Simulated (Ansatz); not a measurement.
# CoO (I4/mmm) in Ansatz: notebook

The runs below take CoO through relaxation of cell and atoms, with PBE+U.

Program: Ansatz 0.2.0. These are calculated values, not measurements. Logs are shortened: lines on timing, memory, paths and dates and some standing lists are left out, and cuts for length are marked.

### Step 1. Starting point

The structure is tetragonal, space group I4/mmm (No. 139). Conventional cell: a = 3.016 Å, b = 3.016 Å, c = 4.214 Å, α = 90.00°, β = 90.00°, γ = 90.00°. Co (site symmetry 4/mmm) has 6 O at 2.11 to 2.13 Å as nearest neighbours. Around O (site symmetry 4/mmm) lie 6 Co at 2.11 to 2.13 Å.

### Step 2. Relaxation of cell and atoms, PBE+U, collinear spin, ferromagnetic start

input.yaml

```yaml
crystal:
  lattice:
    - [-1.508, 1.508, 2.1072475377]
    - [1.508, -1.508, 2.1072475377]
    - [1.508, 1.508, -2.1072475377]
  atoms:
    - { symbol: Co, position: [0.0, 0.0, 0.0], spin: 2.0 }
    - { symbol: O, position: [0.5, 0.5, 0.0] }
hamiltonian:
  xc: pbe
  pseudopotentials: { kind: paw }
  hubbard: { sites: [{ species: Co, l: d, u_eff: 1.0 }] }
magnetization:
  spin_polarized: true
kpoints:
  mp_grid: { grid: [12, 12, 12] }
scf:
  occupations: { method: fermi_dirac, width: 0.05 }
output:
  forces: true
  stress: true
  eigenvalues: true
  write_density: true
  write_potential: true
  elf: true
  volumetric_format: npy
relax:
  f_tol: 0.01
  max_steps: 40
  cell: { stress_tol: 0.05 }
```

Potentials or basis: Ansatz PAW.

Launch:

```
$ ansatz run input.yaml --threads 2 --pin off --max-ram 5632MiB --backend cpu --events-out ev --progress --plain --runs-dir out
```

Log:

```text
Warning: RAYON_NUM_THREADS=2 ignored (pool sized by the plan → 2); use --threads N
Co: projections on atomic orbitals take those of the free atom [Ne] 3s2 3p6 3d7 4s2, of charge +0.00 (hamiltonian.pseudopotentials.projection_atoms); the dataset's partial waves leave at most 1.4e-6 of an orbital's norm unspanned inside its sphere
O: projections on atomic orbitals take those of the free atom [He] 2s2 2p4, of charge +0.00 (hamiltonian.pseudopotentials.projection_atoms); the dataset's partial waves leave at most 1.9e-8 of an orbital's norm unspanned inside its sphere
Engine: ansatz 0.2.0, aarch64-unknown-linux-gnu
Pseudopotentials: kind: paw
Pseudopotential: Co, paw, valence charge 17, recommended cutoff 420 eV (normal), Co.paw.azcp
Pseudopotential: O, paw, valence charge 6, recommended cutoff 420 eV (normal), O.paw.azcp
Functional definition: PBE
  parameter kappa = 0.804
  parameter beta = 0.06672455060314922
  exchange = pbe_x(kappa = kappa, mu = beta*pi^2/3)
  correlation = pbe_c(beta = beta)
Crystal: 2 atoms, lattice volume = 19.168 Å³
Basis set: ecut = 420 eV, 339 PW (Γ), exchange–correlation on 48×48×48 points (8 copies of the dense FFT grid, shifted against one another)
Bands: 17, of which v1, the nominal top of the filled ones, is band 12 counted from 1 (11 counted from 0)
Symmetry: 16 space group operations
Space group: I4/mmm (ITA 139), of the structure as read, at distance tolerance 2.7e-5 Å
Magnetic group: BNS 139.531 (UNI 1191), of the structure as read, at distance tolerance 2.7e-5 Å
k-points: 163 of 1728
Non-local potential: Co, projectors of the file, l = 0: 3, l = 1: 2, l = 2: 3, l = 3: 1
Non-local potential: O, projectors of the file, l = 0: 2, l = 1: 2, l = 2: 1
PAW form: soft (Blöchl's): semilocal exchange-correlation on the pseudo side does not see the compensation charge
PAW one-centre angular grid: Co, 590 points (default); XC on 64 Gauss nodes
PAW one-centre angular grid: O, 110 points (default); XC on 64 Gauss nodes
Initial density: superposition of atomic densities (chi_scale 0.1, normalization cell, long waves kept (reshape's long-wave potential 0.00 eV rms))
Starting moments: Σ|m| = 2 μB on 1 of 2 sites
Initial wavefunctions: pseudopotential atomic-orbital guess
Functional: x = pbe(κ = 0.804, μ = 0.2195149727645171), c = pbe(β = 0.06672455060314922)
SCF iter   1: F=—  HF=-5694.702859 eV  |F-HF|=—  |Δ(HF+E_count)|=         —  Δρ=3.71e-1 (↑1.57e-1 ↓3.71e-1)  dr2=4.08e1  dr2_m=2.80e0  M=0.711 μB ∫|m|=0.713 μB  β_m=0.30  ethr=3.10e-3  ⟨swp⟩=5.7  Hψ=24245  notcnv=0
preconditioner: auto → none  [metal: Δε(μ)=0.002 eV  Ē_g=14.333 eV  σ=0.050 eV  W_gap=0.01  n_scr=8 (ndim 8)  ℏωp=32.8 eV  f_vac=0.000  D(μ)=2.02/eV (n_scr^D=26)  sad-step TF]
SCF iter   2: F=—  HF=-5691.675242 eV  |F-HF|=—  |Δ(HF+E_count)|=    3.03e0  Δρ=1.71e-1 (↑7.58e-2 ↓1.71e-1)  dr2=2.93e0  dr2_m=1.66e0  M=2.506 μB ∫|m|=2.506 μB  β_m=1.00  ethr=3.10e-3  ⟨swp⟩=3.0  Hψ=15054  notcnv=0  defer=156
SCF iter   3: F=—  HF=-5691.207300 eV  |F-HF|=—  |Δ(HF+E_count)|=   4.68e-1  Δρ=4.99e-2 (↑3.83e-2 ↓4.99e-2)  dr2=5.66e-1  dr2_m=2.19e-2  M=2.570 μB ∫|m|=2.573 μB  β_m=1.00  ethr=3.10e-3  ⟨swp⟩=2.8  Hψ=13432  notcnv=0  defer=52
SCF iter   4: F=—  HF=-5691.374652 eV  |F-HF|=—  |Δ(HF+E_count)|=   1.67e-1  Δρ=3.40e-2 (↑2.02e-2 ↓3.40e-2)  dr2=1.67e-1  dr2_m=7.53e-2  M=2.344 μB ∫|m|=2.348 μB  β_m=0.30  ethr=2.46e-3  ⟨swp⟩=2.3  Hψ=12121  notcnv=0  defer=107
Mixer restart at iter 4: flushing history
spin-set hold released at iteration 4 (site moments contracting): the magnetisation degrees of freedom join the quasi-Newton model from the next iteration; the mixer history was flushed
SCF iter   5: F=—  HF=-5691.773953 eV  |F-HF|=—  |Δ(HF+E_count)|=         —  Δρ=6.43e-2 (↑3.03e-2 ↓6.43e-2)  dr2=1.32e-1  dr2_m=3.49e-1  M=2.931 μB ∫|m|=2.939 μB  β_m=1.00  ethr=7.25e-4  ⟨swp⟩=2.9  Hψ=9553  notcnv=0  defer=107
Mixer restart at iter 5: flushing history
SCF iter   6: F=—  HF=-5691.720826 eV  |F-HF|=—  |Δ(HF+E_count)|=   5.31e-2  Δρ=2.87e-2 (↑1.99e-2 ↓2.87e-2)  dr2=2.46e-1  dr2_m=6.27e-3  M=2.823 μB ∫|m|=2.834 μB  β_m=0.30  ethr=2.17e-4  ⟨swp⟩=3.0  Hψ=14694  notcnv=0  defer=169
SCF iter   7: F=—  HF=-5691.691698 eV  |F-HF|=—  |Δ(HF+E_count)|=   2.91e-2  Δρ=2.71e-2 (↑1.02e-2 ↓2.71e-2)  dr2=1.34e-1  dr2_m=3.98e-2  M=2.993 μB ∫|m|=3.006 μB  β_m=0.24  ethr=2.17e-4  ⟨swp⟩=3.0  Hψ=14183  notcnv=0  defer=177
SCF iter   8: F=—  HF=-5692.397228 eV  |F-HF|=—  |Δ(HF+E_count)|=         —  Δρ=1.15e-1 (↑1.83e-2 ↓1.15e-1)  dr2=4.56e-1  dr2_m=6.63e-1  M=2.676 μB ∫|m|=2.683 μB  β_m=1.00  ethr=2.17e-4  ⟨swp⟩=2.2  Hψ=8617  notcnv=0  defer=177
Mixer restart at iter 8: flushing history
SCF iter   9: F=—  HF=-5691.717319 eV  |F-HF|=—  |Δ(HF+E_count)|=   6.80e-1  Δρ=3.18e-2 (↑1.24e-2 ↓3.18e-2)  dr2=2.16e-1  dr2_m=2.61e-2  M=2.800 μB ∫|m|=2.806 μB  β_m=0.24  ethr=2.17e-4  ⟨swp⟩=3.0  Hψ=14574  notcnv=0  defer=191
SCF iter  10: F=—  HF=-5691.682409 eV  |F-HF|=—  |Δ(HF+E_count)|=   3.49e-2  Δρ=1.28e-2 (↑7.67e-3 ↓1.28e-2)  dr2=3.78e-2  dr2_m=7.57e-3  M=2.644 μB ∫|m|=2.651 μB  β_m=0.21  ethr=2.17e-4  ⟨swp⟩=3.4  Hψ=12222  notcnv=0  defer=190
SCF iter  11: F=—  HF=-5691.676408 eV  |F-HF|=—  |Δ(HF+E_count)|=   6.00e-3  Δρ=3.48e-3 (↑3.48e-3 ↓3.08e-3)  dr2=2.34e-3  dr2_m=8.37e-5  M=2.694 μB ∫|m|=2.700 μB  β_m=0.36  ethr=1.64e-4  ⟨swp⟩=2.1  Hψ=8330  notcnv=0  defer=189
SCF iter  12: F=—  HF=-5691.675011 eV  |F-HF|=—  |Δ(HF+E_count)|=   1.40e-3  Δρ=8.87e-4 (↑8.87e-4 ↓7.49e-4)  dr2=1.26e-4  dr2_m=7.67e-5  M=2.695 μB ∫|m|=2.701 μB  β_m=0.44  ethr=1.02e-5  ⟨swp⟩=2.7  Hψ=9289  notcnv=0  defer=189
SCF iter  13: F=—  HF=-5691.675091 eV  |F-HF|=—  |Δ(HF+E_count)|=   8.01e-5  Δρ=8.44e-4 (↑3.17e-4 ↓8.44e-4)  dr2=2.20e-5  dr2_m=5.32e-5  M=2.699 μB ∫|m|=2.705 μB  β_m=0.72  ethr=5.47e-7  ⟨swp⟩=2.4  Hψ=8182  notcnv=0  defer=189
SCF iter  14: F=—  HF=-5691.675251 eV  |F-HF|=—  |Δ(HF+E_count)|=   1.60e-4  Δρ=5.40e-4 (↑1.33e-4 ↓5.40e-4)  dr2=3.57e-5  dr2_m=1.14e-5  M=2.697 μB ∫|m|=2.703 μB  β_m=0.77  ethr=9.57e-8  ⟨swp⟩=2.0  Hψ=9177  notcnv=0  defer=189
SCF iter  15: F=—  HF=-5691.675252 eV  |F-HF|=—  |Δ(HF+E_count)|=   1.43e-6  Δρ=2.58e-4 (↑1.49e-4 ↓2.58e-4)  dr2=6.34e-6  dr2_m=5.36e-6  M=2.697 μB ∫|m|=2.703 μB  β_m=0.88  ethr=9.57e-8  ⟨swp⟩=2.6  Hψ=8603  notcnv=0  defer=189
SCF iter  16: F=—  HF=-5692.346013 eV  |F-HF|=—  |Δ(HF+E_count)|=         —  Δρ=1.16e-1 (↑2.38e-2 ↓1.16e-1)  dr2=4.48e-1  dr2_m=7.16e-1  M=2.959 μB ∫|m|=2.969 μB  β_m=1.00  ethr=2.76e-8  ⟨swp⟩=2.2  Hψ=8520  notcnv=0  defer=189
Mixer restart at iter 16: flushing history
SCF iter  17: F=—  HF=-5691.678413 eV  |F-HF|=—  |Δ(HF+E_count)|=   6.68e-1  Δρ=1.14e-2 (↑8.00e-3 ↓1.14e-2)  dr2=3.66e-2  dr2_m=1.73e-3  M=2.907 μB ∫|m|=2.920 μB  β_m=0.88  ethr=2.17e-4  ⟨swp⟩=3.0  Hψ=12321  notcnv=0  defer=188
SCF iter  18: F=—  HF=-5691.749128 eV  |F-HF|=—  |Δ(HF+E_count)|=   7.07e-2  Δρ=3.80e-2 (↑1.64e-2 ↓3.80e-2)  dr2=3.92e-1  dr2_m=2.80e-2  M=3.000 μB ∫|m|=3.016 μB  β_m=0.42  ethr=1.59e-4  ⟨swp⟩=3.0  Hψ=14294  notcnv=0  defer=180  recentre
SCF iter  19: F=—  HF=-5691.670596 eV  |F-HF|=—  |Δ(HF+E_count)|=   7.85e-2  Δρ=3.88e-3 (↑3.88e-3 ↓2.05e-3)  dr2=2.92e-3  dr2_m=3.46e-4  M=2.944 μB ∫|m|=2.957 μB  β_m=0.59  ethr=1.59e-4  ⟨swp⟩=3.0  Hψ=11748  notcnv=0  defer=180
[... 466 lines left out ...]
Per-site moments (μB) at R_I (Å): [(2.5586849716872235, 0.8861842596123436), (0.2877661348472869, 0.8861842596123436)]
Free energy (F): -5691.820285 eV
Harris-Foulkes:  -5691.820285 eV  (|F-HF|=3.64e-12)
Internal energy: -5691.819337 eV  (E = F + TS)
E sigma→0 (E₀):  -5691.819811 eV
Entropy (-TS):   -0.000947 eV (-0.474 meV/atom)
Fermi energy:    13.350260 eV
--- Per-component energies (eV) ---
  E_band       = -318.478956
  E_kinetic    = 616.461906
  E_local      = -3473.104415  (includes V_loc(G=0)·N_el)
  E_nonlocal   = 514.806312
  E_hartree    = 1424.609074
[... 10 lines left out ...]
  Σ components = -5691.820285   (vs F -5691.820285, Δ=0.00e0)
--- Forces (eV/Å), atoms counted from 1 ---
  atom   1  Co     0.00000000     0.00000000     0.00000000
  atom   2  O      0.00000000     0.00000000     0.00000000
  max |Σ_I F_I| component: 0.00e0 eV/Å
--- Stress (GPa, compression-positive) ---
        0.033124       0.000000       0.000000
        0.000000       0.008044       0.001988
        0.000000       0.001934      -0.024162
  P = ⅓ Tr σ = 0.0057 GPa (0.057 kbar)
--- Band table (eV; the first three rows and the last of 952) ---
  k-point 0 ↑: bands = ["-83.5795", "-47.3228", "-46.6023", "-46.5999", "-6.4985", "8.9764", "9.5566", "9.5571", "10.1274", "10.1292", "10.4833", "10.4838", "10.4910", "14.1652", "29.9454", "31.1450", "31.1633"]
  k-point 1 ↑: bands = ["-83.5792", "-47.3242", "-46.6037", "-46.6009", "-6.4062", "8.7024", "8.9064", "9.5746", "9.8013", "9.9547", "10.6805", "10.8285", "10.8777", "14.8809", "28.5285", "30.3478", "30.3680"]
  k-point 2 ↑: bands = ["-83.5785", "-47.3277", "-46.6079", "-46.6034", "-6.1598", "7.5550", "8.7710", "9.4302", "9.6488", "9.7082", "10.9109", "11.1420", "11.2039", "16.4374", "27.0843", "28.4888", "29.3203"]
  k-point 475 ↓: bands = ["-80.3720", "-43.9062", "-43.6458", "-43.6347", "-4.7344", "7.2255", "9.6959", "9.8049", "10.9563", "12.7336", "14.0663", "14.4401", "14.7786", "19.9000", "23.5259", "25.5864", "29.2930"]
Occupation matrices written to <dir>
--- The result so far, ahead of a search for a lower minimum behind the relaxation; the run's own can be another ---
--- Relaxed structure (17 steps of the walk, 17 accepted, 5 SCFs on fresh bases) ---
  F+E_penalty+E_count = -5691.82028475 eV   max|allowed force component| = 0.000e0 eV/Å   (the final SCF, on the basis selected at the relaxed cell)
  cell:  # Å, volume = 19.8374 Å³
    - [-1.5249549298449911, 1.500917850845738, 2.14048182695237]
    - [1.5249549298449911, -1.525458013825775, 2.158043392507354]
    - [1.5249549298449911, 1.525458013825775, -2.158043392507354]
  atoms:
    - { symbol: Co, position: [-2.1781786575738948e-35, -4.129970886458067e-34, -3.907095959494078e-34] }
    - { symbol: O, position: [0.5, 0.5, 3.469446951953614e-18] }
--- Search for a lower minimum behind the relaxation: the rows below count on from the relaxation's ---
iter 1 solved again at ethr=8.56e-9 eV; its pass at ethr=3.10e-3 eV (dr2=1.97e-6 eV) is discarded
SCF iter   1: F=—  HF=-5691.820285 eV  |F-HF|=—  |Δ(HF+E_count)|=         —  Δρ=6.53e-7 (↑1.61e-7 ↓6.53e-7)  dr2=7.43e-11  dr2_m=1.56e-11  M=2.994 μB ∫|m|=3.004 μB  β_m=0.30  ethr=8.56e-9  ⟨swp⟩=3.0  Hψ=119888  notcnv=0
preconditioner: auto → none  [metal: Δε(μ)=0.076 eV  Ē_g=13.816 eV  σ=0.050 eV  W_gap=0.36  n_scr=8 (ndim 8)  ℏωp=32.3 eV  f_vac=0.000  D(μ)=0.10/eV (n_scr^D=0)]
SCF iter   2: F=-5691.820285 eV  HF=-5691.820285 eV  |F-HF|=4.18e-11  |Δ(HF+E_count)|=   1.28e-9  Δρ=5.04e-7 (↑2.04e-7 ↓5.04e-7)  dr2=6.02e-11  dr2_m=6.38e-12  M=2.994 μB ∫|m|=3.004 μB  ethr=1.00e-12  ⟨swp⟩=3.3  Hψ=39142  notcnv=0
SCF 1 converged in 2 iterations: F = -5691.820285 eV  dr2 = 6.02e-11
SCF converged after 19 iterations
Magnetization: 2.9940 μB (12.9970 up, 10.0030 down)
Absolute magnetization: 3.0035 μB (∫|ρ↑−ρ↓|, with the PAW one-centre terms)
Spin contamination: 0.0044 ħ² per cell (⟨S²⟩ above its minimum at these occupations)
Per-site moments (μB) at R_I (Å): [(2.5586849716872235, 0.8861842596123436), (0.2877661348472869, 0.8861842596123436)]
Free energy (F): -5691.820285 eV
Harris-Foulkes:  -5691.820285 eV  (|F-HF|=3.64e-12)
Internal energy: -5691.819337 eV  (E = F + TS)
E sigma→0 (E₀):  -5691.819811 eV
Entropy (-TS):   -0.000947 eV (-0.474 meV/atom)
Fermi energy:    13.350260 eV
--- Per-component energies (eV) ---
[... 24 lines left out ...]
  P = ⅓ Tr σ = 0.0057 GPa (0.057 kbar)
--- Band table (eV; the first three rows and the last of 952) ---
  k-point 0 ↑: bands = ["-83.5795", "-47.3228", "-46.6023", "-46.5999", "-6.4985", "8.9764", "9.5566", "9.5571", "10.1274", "10.1292", "10.4833", "10.4838", "10.4910", "14.1652", "29.9454", "31.1450", "31.1633"]
  k-point 1 ↑: bands = ["-83.5792", "-47.3242", "-46.6037", "-46.6009", "-6.4062", "8.7024", "8.9064", "9.5746", "9.8013", "9.9547", "10.6805", "10.8285", "10.8777", "14.8809", "28.5285", "30.3478", "30.3680"]
  k-point 2 ↑: bands = ["-83.5785", "-47.3277", "-46.6079", "-46.6034", "-6.1598", "7.5550", "8.7710", "9.4302", "9.6488", "9.7082", "10.9109", "11.1420", "11.2039", "16.4374", "27.0843", "28.4888", "29.3203"]
  k-point 475 ↓: bands = ["-80.3720", "-43.9062", "-43.6458", "-43.6347", "-4.7344", "7.2255", "9.6959", "9.8049", "10.9563", "12.7336", "14.0663", "14.4401", "14.7786", "19.9000", "23.5259", "25.5864", "29.2930"]
--- Relaxed structure (17 steps of the walk, 17 accepted, 5 SCFs on fresh bases) ---
  F+E_penalty+E_count = -5691.82028475 eV   max|allowed force component| = 0.000e0 eV/Å   (the final SCF, on the basis selected at the relaxed cell)
  cell:  # Å, volume = 19.8374 Å³
    - [-1.5249549298449911, 1.500917850845738, 2.14048182695237]
    - [1.5249549298449911, -1.525458013825775, 2.158043392507354]
    - [1.5249549298449911, 1.525458013825775, -2.158043392507354]
  atoms:
    - { symbol: Co, position: [-2.1781786575738948e-35, -4.129970886458067e-34, -3.907095959494078e-34] }
    - { symbol: O, position: [0.5, 0.5, 3.469446951953614e-18] }
```

It took 6.3 min on 2 threads of Arm Neoverse V2, shared host; peak memory 1.9 GiB.

Results:

* Free energy: -5691.8203 eV
* Relaxed volume: 9.92 Å³/atom
* Relaxed cell: a = 3.027 Å, b = 3.051 Å, c = 3.051 Å, α = 120.03°, β = 120.27°, γ = 89.97°
* Space group after relaxing (to 0.05 Å): Fm-3m (No. 225)
* Energy gained by relaxing: 72.5 meV/atom
* Ionic steps: 23
* Pressure after relaxing: 0.0 GPa
* Band gap on the k mesh: none (metal or under the smearing width)
* Net moment: 2.99 μB per cell
* Absolute moment: 3.00 μB per cell
* Site moments: Co +2.56; O +0.29 μB

Step by step:
```csv
step,energy change (eV),largest force (eV/Å),volume (Å³)
1,0.0000,0.0000,19.17
2,-0.0065,0.0000,19.26
3,-0.0278,0.0000,19.28
4,-0.0288,0.0000,19.77
5,-0.0308,0.0000,19.57
6,-0.0307,0.0000,19.57
7,-0.0373,0.0000,19.57
8,-0.0380,0.0000,19.64
9,-0.0378,0.0000,19.68
10,-0.0384,0.0000,19.68
11,-0.0384,0.0000,19.69
12,-0.0384,0.0000,19.69
13,-0.1064,0.0000,19.69
14,-0.1161,0.0000,19.78
15,-0.1387,0.0000,19.66
16,-0.1413,0.0000,19.84
17,-0.1416,0.0000,19.81
18,-0.1416,0.0000,19.82
19,-0.1448,0.0000,19.82
20,-0.1450,0.0000,19.83
21,-0.1449,0.0000,19.84
22,-0.1450,0.0000,19.84
23,-0.1450,0.0000,19.84
```

Final structure:
```
Co O
1.0
    -1.52495    1.50092    2.14048
     1.52495   -1.52546    2.15804
     1.52495    1.52546   -2.15804
Co O
1 1
Cartesian
  0.0000 0.0000 0.0000
  0.0000 -0.0123 2.1493
```

Eigenvalues of the final occupation matrices:
| site | spin | trace | eigenvalues |
| --- | --- | --- | --- |
| site 1 | 1 | 4.99 | 1.00 1.00 1.00 1.00 1.00 |
| site 1 | 2 | 2.35 | 0.10 0.16 0.16 0.97 0.97 |

Caveat: the magnetic or orbital state may not be the lowest; the plane-wave basis is chosen anew once the cell has moved, so the energies of steps on either side of that aren't comparable; the pressure holds a Pulay correction of +0.7 GPa for the finite cutoff; a cell with one magnetic atom can't hold antiferromagnetic order, which such compounds often take. Zero-point motion and thermal expansion aren't in these numbers.

[end of part 1 of 2]
